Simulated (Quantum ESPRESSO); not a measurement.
# Sn (Immm) in Quantum ESPRESSO: notebook

Aim: see how the results for Sn move with the level of theory and the settings. Levels: PW86PBE+D3, PBEsol+D3(BJ). Tasks: projected density of states, real-space fields.

Everything below comes from runs of Quantum ESPRESSO 7.5. Logs are shortened: lines on timing, memory, paths and dates and some standing lists are left out, and cuts for length are marked.

## (1) Starting point

Symmetry: Immm, No. 71, orthorhombic system. Conventional cell: a = 3.453 Å, b = 3.551 Å, c = 4.677 Å, α = 90.00°, β = 90.00°, γ = 90.00°. Sn (site symmetry mmm) has 12 Sn at 3.41 to 3.55 Å as nearest neighbours.

This isn't the form of Sn at room conditions, which is tetragonal (white tin).

## (2) Projected density of states, PW86PBE+D3, spin-orbit coupling, no magnetisation (cell strained at random at fixed volume)

pw.in

```
&CONTROL
  calculation = 'scf'
  prefix = 'pwscf'
  outdir = './tmp'
  pseudo_dir = './pseudo'
  tprnfor = .true.
  tstress = .true.
  disk_io = 'low'
/
&SYSTEM
  ibrav = 0
  nat = 1
  ntyp = 1
  ecutwfc = 102
  nbnd = 36
  input_dft = 'pw86pbe'
  occupations = 'smearing'
  smearing = 'mv'
  degauss = 0.01469973
  noncolin = .true.
  lspinorb = .true.
  vdw_corr = 'grimme-d3'
  dftd3_version = 3
/
&ELECTRONS
  conv_thr = 2d-10
  electron_maxstep = 120
  mixing_beta = 0.5
/
ATOMIC_SPECIES
Sn   118.7100 Sn.upf
CELL_PARAMETERS angstrom
  -1.7437350000    1.7570190000    2.3526020000
   1.7548510000   -1.7729690000    2.3729210000
   1.7128220000    1.7429090000   -2.3647130000
ATOMIC_POSITIONS crystal
Sn     0.0000000000    0.0000000000    0.0000000000
K_POINTS automatic
4 4 4 0 0 0
```

nscf.in

```
&CONTROL
  calculation = 'nscf'
  prefix = 'pwscf'
  outdir = './tmp'
  pseudo_dir = './pseudo'
  disk_io = 'low'
/
&SYSTEM
  ibrav = 0
  nat = 1
  ntyp = 1
  ecutwfc = 102
  nbnd = 36
  input_dft = 'pw86pbe'
  occupations = 'tetrahedra_opt'
  noncolin = .true.
  lspinorb = .true.
  vdw_corr = 'grimme-d3'
  dftd3_version = 3
/
&ELECTRONS
  conv_thr = 1d-08
  electron_maxstep = 120
  mixing_beta = 0.5
/
ATOMIC_SPECIES
Sn   118.7100 Sn.upf
CELL_PARAMETERS angstrom
  -1.7437350000    1.7570190000    2.3526020000
   1.7548510000   -1.7729690000    2.3729210000
   1.7128220000    1.7429090000   -2.3647130000
ATOMIC_POSITIONS crystal
Sn     0.0000000000    0.0000000000    0.0000000000
K_POINTS automatic
6 6 6 0 0 0
```

projwfc.in

```
&PROJWFC
  prefix = 'pwscf'
  outdir = './tmp'
  filpdos = 'p'
  Emin = -3
  Emax = 22
  DeltaE = 0.05
/
```

Potentials or basis: PseudoDojo 0.4 FR PBE stringent.

Run with:

```sh
> OMP_NUM_THREADS=1 pw.x -in pw.in > pw.out
> OMP_NUM_THREADS=1 pw.x -in nscf.in > nscf.out
> OMP_NUM_THREADS=1 projwfc.x -in projwfc.in > projwfc.out
```

pw.out:

```text
This program is part of the open-source Quantum ESPRESSO suite
     for quantum simulation of materials; please cite
         "P. Giannozzi et al., J. Phys.:Condens. Matter 21 395502 (2009);
         "P. Giannozzi et al., J. Phys.:Condens. Matter 29 465901 (2017);
         "P. Giannozzi et al., J. Chem. Phys. 152 154105 (2020);
     in publications or presentations arising from this work. More details at

     IMPORTANT: XC functional enforced from input :
     Exchange-correlation= PW86PBE
                           (   1   4  21   4   0   0   0)
     Any further DFT definition will be discarded
     Please, verify this is what you really want

     Message from routine setup:
     using ibrav=0 with symmetry is DISCOURAGED, use correct ibrav instead

     G-vector sticks info
     --------------------
     sticks:   dense  smooth     PW     G-vecs:    dense   smooth      PW
     Sum        1359    1359    453                26955    26955    5137

     Using Slab Decomposition

     bravais-lattice index     =            0
     lattice parameter (alat)  =       6.4535  a.u.
     unit-cell volume          =     193.4965 (a.u.)^3
     number of atoms/cell      =            1
     number of atomic types    =            1
     number of electrons       =        22.00
     number of Kohn-Sham states=           36
     kinetic-energy cutoff     =     102.0000  Ry
     charge density cutoff     =     408.0000  Ry
     scf convergence threshold =      2.0E-10
     mixing beta               =       0.5000
     number of iterations used =            8  plain     mixing
     Exchange-correlation= PW86PBE
                           (   1   4  21   4   0   0   0)
     Non magnetic calculation with spin-orbit

     celldm(1)=   6.453481  celldm(2)=   0.000000  celldm(3)=   0.000000
     celldm(4)=   0.000000  celldm(5)=   0.000000  celldm(6)=   0.000000

     crystal axes: (cart. coord. in units of alat)
               a(1) = (  -0.510605   0.514495   0.688895 )
               a(2) = (   0.513860  -0.519166   0.694845 )
               a(3) = (   0.501553   0.510363  -0.692442 )

     reciprocal axes: (cart. coord. in units 2 pi/alat)
               b(1) = (  0.006762  0.978316  0.725965 )
               b(2) = (  0.983212  0.011177  0.720404 )
               b(3) = (  0.993352  0.984522  0.000986 )

     PseudoPot. # 1 for Sn read from file:
     Sn.upf
     Pseudo is Norm-conserving + core correction, Zval = 22.0
     Generated using ONCVPSP code by D. R. Hamann
     Using radial grid of 1668 points, 10 beta functions with:
                l(1) =   0
                l(2) =   0
                l(3) =   1
                l(4) =   1
[... 30 lines left out ...]

         atom   Coordination number  R0_AB[au]  C6      C8
         Sn         5.031            3.957    672.20  84369.11

         Molecular C6 ( Ry / a.u.^6 ) =       672.20

     number of k points=    36  Marzari-Vanderbilt smearing, width (Ry)=  0.0147
                       cart. coord. in units 2pi/alat
        k(    1) = (   0.0000000   0.0000000   0.0000000), wk =   0.0156250
        k(    2) = (   0.2483381   0.2461304   0.0002466), wk =   0.0312500
        k(    3) = (  -0.4966762  -0.4922608  -0.0004932), wk =   0.0156250
        k(    4) = (   0.2458030   0.0027943   0.1801009), wk =   0.0312500
        k(    5) = (   0.4941411   0.2489246   0.1803475), wk =   0.0312500
        k(    6) = (  -0.2508732  -0.4894665   0.1796077), wk =   0.0312500
[... 28 lines left out ...]
        k(   35) = (  -0.2466491  -0.2486162  -0.7229377), wk =   0.0312500
        k(   36) = (  -0.9916634  -0.9870074  -0.7236774), wk =   0.0156250

     Dense  grid:    26955 G-vectors     FFT dimensions: (  45,  45,  45)

     Initial potential from superposition of free atoms

     starting charge      21.9984, renormalised to      22.0000
     Starting wfcs are   26 randomized atomic wfcs +   10 random wfcs

     Self-consistent Calculation

     iteration #  1     ecut=   102.00 Ry     beta= 0.50
     Davidson diagonalization with overlap
     ethr =  1.00E-02,  avg # of iterations =  6.4

     Threshold (ethr) on eigenvalues was too large:
     Diagonalizing with lowered threshold

     Davidson diagonalization with overlap
     ethr =  7.83E-06,  avg # of iterations =  7.8

     total energy              =    -443.16784273 Ry
     estimated scf accuracy    <       0.00164165 Ry
[... 36 lines left out ...]
     iteration #  7     ecut=   102.00 Ry     beta= 0.50
     Davidson diagonalization with overlap
     ethr =  5.30E-11,  avg # of iterations =  2.0

     End of self-consistent calculation

          k = 0.0000 0.0000 0.0000 (  3385 PWs)   bands (ev):

  -117.0908-117.0908 -78.1485 -78.1485 -70.5800 -70.5800 -70.5742 -70.5742
    -9.7596  -9.7596  -9.7496  -9.7496  -8.7457  -8.7457  -8.7010  -8.7010
    -8.6963  -8.6963   1.6389   1.6389  18.8416  18.8416  19.8417  19.8417
    20.0029  20.0029  23.1694  23.1694  23.7623  23.7623  24.0193  24.0193
    24.1584  24.1584  25.5916  25.5916
[... 123 lines left out ...]
  -117.0907-117.0907 -78.1491 -78.1491 -70.5813 -70.5813 -70.5752 -70.5752
    -9.7404  -9.7404  -9.7142  -9.7142  -8.7160  -8.7160  -8.6853  -8.6853
    -8.6517  -8.6517   4.8943   4.8943  11.3800  11.3800  12.4232  12.4232
    17.7974  17.7974  21.0005  21.0005  25.3278  25.3278  25.6429  25.6429
    26.6664  26.6664  27.3027  27.3027

          k =-0.0008 0.0012 0.3613 (  3365 PWs)   bands (ev):

  -117.0907-117.0907 -78.1489 -78.1489 -70.5811 -70.5811 -70.5748 -70.5748
    -9.7401  -9.7401  -9.7305  -9.7305  -8.7189  -8.7189  -8.6973  -8.6973
    -8.6616  -8.6616   3.3633   3.3633  15.2193  15.2193  15.8483  15.8483
    16.1875  16.1875  19.2843  19.2843  20.2557  20.2557  28.5381  28.5381
    29.3130  29.3130  30.0590  30.0590
[... 27 lines left out ...]
  -117.0907-117.0907 -78.1493 -78.1493 -70.5817 -70.5817 -70.5754 -70.5754
    -9.7328  -9.7328  -9.7129  -9.7129  -8.7149  -8.7149  -8.6826  -8.6826
    -8.6345  -8.6345   6.0795   6.0795   9.9550   9.9550  13.6766  13.6766
    15.2547  15.2547  18.6540  18.6540  23.5443  23.5443  26.6030  26.6030
    27.3191  27.3191  31.3544  31.3545

          k =-0.2441 0.2418 0.0014 (  3371 PWs)   bands (ev):

  -117.0908-117.0908 -78.1488 -78.1488 -70.5806 -70.5806 -70.5751 -70.5751
    -9.7520  -9.7520  -9.7253  -9.7253  -8.7340  -8.7340  -8.6940  -8.6940
    -8.6547  -8.6547   3.1990   3.1990  14.9347  14.9347  16.1636  16.1636
    16.6068  16.6068  19.6380  19.6380  19.9737  19.9737  28.9080  28.9080
    29.5769  29.5769  30.2164  30.2164
[... 99 lines left out ...]
  -117.0907-117.0907 -78.1494 -78.1494 -70.5822 -70.5822 -70.5755 -70.5755
    -9.7326  -9.7326  -9.7121  -9.7121  -8.7158  -8.7158  -8.6913  -8.6913
    -8.5950  -8.5950   7.7676   7.7676   9.2285   9.2285  13.8061  13.8061
    14.2963  14.2963  17.2949  17.2949  17.9093  17.9093  32.1352  32.1352
    33.0590  33.0590  33.8721  33.8726

     the Fermi energy is    12.4996 ev

!    total energy              =    -443.16789664 Ry
     estimated scf accuracy    <          2.9E-11 Ry
     smearing contrib. (-TS)   =      -0.00065857 Ry
     internal energy E=F+TS    =    -443.16723807 Ry

     The total energy is F=E-TS. E is the sum of the following terms:
     one-electron contribution =    -290.76547852 Ry
     hartree contribution      =     143.38371443 Ry
     xc contribution           =     -54.09054029 Ry
     ewald contribution        =    -241.68098415 Ry
     DFT-D3 Dispersion         =      -0.01394954 Ry

     convergence has been achieved in   7 iterations

     Forces acting on atoms (cartesian axes, Ry/au):

     atom    1 type  1   force =     0.00000000    0.00000000    0.00000000

     Total force =     0.000000     Total SCF correction =     0.000000

     Computing stress (Cartesian axis) and pressure

          total   stress  (Ry/bohr**3)                   (kbar)     P=        6.64
   0.00002298   0.00001746   0.00000870            3.38        2.57        1.28
   0.00001746  -0.00000783  -0.00000811            2.57       -1.15       -1.19
   0.00000870  -0.00000811   0.00012035            1.28       -1.19       17.70

=------------------------------------------------------------------------------=
   JOB DONE.
=------------------------------------------------------------------------------=
```

nscf.out:

```text
This program is part of the open-source Quantum ESPRESSO suite
     for quantum simulation of materials; please cite
         "P. Giannozzi et al., J. Phys.:Condens. Matter 21 395502 (2009);
         "P. Giannozzi et al., J. Phys.:Condens. Matter 29 465901 (2017);
         "P. Giannozzi et al., J. Chem. Phys. 152 154105 (2020);
     in publications or presentations arising from this work. More details at

[... 106 lines left out ...]

     Number of k-points >= 100: set verbosity='high' to print the bands.

     the Fermi energy is    12.3903 ev
     (compare with:    12.4996 eV, computed in scf)

=------------------------------------------------------------------------------=
   JOB DONE.
=------------------------------------------------------------------------------=
```

Run time: 6.9 min. Hardware: 1 thread of Arm Neoverse V1, shared host; peak memory 0.47 GiB.

What came out:

* Free energy: -6029.6064 eV
* Pressure: 0.7 GPa
* Band gap on the k mesh: none (metal or under the smearing width)

Stress tensor (GPa, compression positive):
```
 0.34  0.26  0.13
 0.26 -0.12 -0.12
 0.13 -0.12  1.77
```

States per cell in windows of 0.5 eV (zero at the Fermi level; states under -8 eV left out):
| from (eV) | total | Sn#1 p_j1.5 wfc7 | Sn#1 p_j0.5 wfc8 | Sn#1 s_j0.5 wfc6 | Sn#1 s_j0.5 wfc1 | Sn#1 d_j2.5 wfc4 | Sn#1 d_j1.5 wfc5 |
| --- | --- | --- | --- | --- | --- | --- | --- |
| -8.0 | 0.18 | 0.04 | 0.02 | 0.11 | 0.00 | 0.00 | 0.00 |
| -7.5 | 0.21 | 0.04 | 0.02 | 0.15 | 0.00 | 0.00 | 0.00 |
| -7.0 | 0.29 | 0.05 | 0.02 | 0.21 | 0.00 | 0.00 | 0.00 |
| -6.5 | 0.25 | 0.04 | 0.02 | 0.19 | 0.00 | 0.00 | 0.00 |
| -6.0 | 0.26 | 0.03 | 0.02 | 0.21 | 0.00 | 0.00 | 0.00 |
| -5.5 | 0.22 | 0.02 | 0.01 | 0.19 | 0.00 | 0.00 | 0.00 |
| -5.0 | 0.05 | 0.00 | 0.00 | 0.05 | 0.00 | 0.00 | 0.00 |
| -4.5 | 0.01 | 0.00 | 0.00 | 0.00 | 0.00 | 0.00 | 0.00 |
| -4.0 | 0.05 | 0.03 | 0.02 | 0.00 | 0.00 | 0.00 | 0.00 |
| -3.5 | 0.13 | 0.07 | 0.04 | 0.01 | 0.00 | 0.00 | 0.00 |
| -3.0 | 0.35 | 0.19 | 0.13 | 0.03 | 0.00 | 0.00 | 0.00 |
| -2.5 | 0.38 | 0.18 | 0.14 | 0.06 | 0.00 | 0.00 | 0.00 |
| -2.0 | 0.24 | 0.11 | 0.08 | 0.05 | 0.00 | 0.00 | 0.00 |
| -1.5 | 0.20 | 0.09 | 0.06 | 0.05 | 0.00 | 0.00 | 0.00 |
| -1.0 | 0.23 | 0.12 | 0.06 | 0.04 | 0.00 | 0.00 | 0.00 |
| -0.5 | 0.38 | 0.21 | 0.11 | 0.05 | 0.00 | 0.00 | 0.00 |
| 0.0 | 0.31 | 0.17 | 0.09 | 0.04 | 0.00 | 0.00 | 0.00 |
| 0.5 | 0.29 | 0.16 | 0.09 | 0.03 | 0.00 | 0.00 | 0.00 |
| 1.0 | 0.30 | 0.17 | 0.09 | 0.02 | 0.00 | 0.00 | 0.00 |
| 1.5 | 0.33 | 0.19 | 0.10 | 0.02 | 0.00 | 0.00 | 0.00 |
| 2.0 | 0.38 | 0.23 | 0.11 | 0.02 | 0.00 | 0.00 | 0.00 |
| 2.5 | 0.43 | 0.26 | 0.13 | 0.02 | 0.00 | 0.00 | 0.00 |
| 3.0 | 0.38 | 0.23 | 0.11 | 0.02 | 0.00 | 0.00 | 0.00 |
| 3.5 | 0.35 | 0.21 | 0.10 | 0.01 | 0.00 | 0.00 | 0.00 |
| 4.0 | 0.30 | 0.18 | 0.09 | 0.01 | 0.00 | 0.00 | 0.00 |
| 4.5 | 0.27 | 0.18 | 0.08 | 0.01 | 0.00 | 0.00 | 0.00 |
| 5.0 | 0.27 | 0.17 | 0.06 | 0.01 | 0.00 | 0.00 | 0.00 |
| 5.5 | 0.25 | 0.14 | 0.04 | 0.00 | 0.00 | 0.00 | 0.00 |
| 6.0 | 0.21 | 0.10 | 0.02 | 0.00 | 0.00 | 0.00 | 0.00 |
| 6.5 | 0.22 | 0.07 | 0.02 | 0.00 | 0.00 | 0.00 | 0.00 |
| 7.0 | 0.23 | 0.03 | 0.00 | 0.00 | 0.00 | 0.00 | 0.00 |
| 7.5 | 0.33 | 0.01 | 0.00 | 0.00 | 0.00 | 0.00 | 0.00 |

Caveat: the k mesh is coarse (spacing up to 0.64 Å⁻¹), so the values aren't converged; the potentials were made for another functional, which shifts forces and pressure; pairwise dispersion overbinds metals, which lowers pressure and volume.

(Continued in part 2 of 2.)
